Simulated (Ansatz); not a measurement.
Structure relaxation of Cd₂S

These are results of DFT PBE, scalar-relativistic, plane waves, PAW in Ansatz, not measurements. Cutoff 420 eV, Γ-centred k mesh, Gaussian smearing, no spin polarisation in the final step.

The start is a random cell of Cd₂S with space group I4/mmm (No. 139), drawn with lower limits on the distances.

```
Cd S
1.0
    -3.71649    3.71649    2.89543
     3.71649   -3.71649    2.89543
     3.71649    3.71649   -2.89543
Cd S
4 2
Direct
  0.00000 0.33333 0.33333
  0.00000 0.66667 0.66667
  0.33333 0.00000 0.33333
  0.66667 0.00000 0.66667
  0.66667 0.66667 0.00000
  0.33333 0.33333 0.00000
```

Cell and atoms relax at zero pressure; the relaxation can't lower the symmetry of the start. After a coarse first stage the cell is made exact in the group found at 0.06 Å.

Energies over the elements count from the elements' standard structures at the same level, with no empirical corrections.

Q: Which crystal results?

A: It keeps I4/mmm (No. 139). Conventional cell: a = 6.860 Å, c = 7.530 Å. Around Cd lie 1 Cd at 2.64 Å, 2 S at 2.72 Å and 2 Cd at 2.98 Å; around S lie 4 Cd at 2.72 Å.

Space group I4/mmm (No. 139). a = 6.860 Å, b = 6.860 Å, c = 7.530 Å, α = 90.00°, β = 90.00°, γ = 90.00°
```csv
atom,site,symmetry,x,y,z
Cd,8i,m2m.,0.3072,0.0000,0.0000
S,4e,4mm,0.0000,0.0000,0.7706
```

Q: What are its volume, energy, density and gap?

A: The volume per atom is 29.5 Å³. The density is 4.8 g/cm³ and the energy over the elements is -0.045 eV/atom. The gap on the 8×8×8 mesh is 0.52 eV.

The final run used a 8×8×8 mesh on its 6-atom cell and 0.02 eV smearing. Weakly bound directions are ill-defined at this level, which has no dispersion term. A structure relaxed within its symmetry needn't be a true minimum. The steps took roughly 4 core-minutes in all.